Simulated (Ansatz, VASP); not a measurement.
## Rh in VASP and in Ansatz

```xyz
1
Lattice="0.0000 1.8065 1.8065 1.8065 0.0000 1.8065 1.8065 1.8065 0.0000" Properties=species:S:1:pos:R:3 pbc="T T T"
Rh    0.0000    0.0000    0.0000
```

Change from the starting cell: strain -0.050 along x and y, -0.050 along z, atoms carried along.

Alike in both runs: task single point; functional PBE; k mesh 22 × 22 × 22; no spin polarisation.

```csv
,VASP,Ansatz
version,VASP 6.6.1,Ansatz 0.2.0
potentials or method,"VASP PAW PBE potentials, release 64 (Rh_pv)","scalar-relativistic, plane waves, PAW"
plane-wave cutoff (eV),520,420
occupations,"methfessel-paxton of order 1, width 0.02 eV","cold, width 0.02 eV"
valence electrons in the cell,15,17
```

VASP gave:

- gap on the k mesh at the Fermi level (eV): none
- pressure (GPa): 70.5

Question: Which values does Ansatz return?

Answer: gap on the k mesh at the Fermi level (eV): none; pressure (GPa): 70.3.

A gap of «none» marks a metal or a gap that the smearing closes. The two sets of potentials don't hold the same shells in valence.

Caveats: the cell as given lies far from equilibrium; so large a pressure means that the cell lies far from this level's equilibrium, or that cutoff or potentials fall short (VASP).
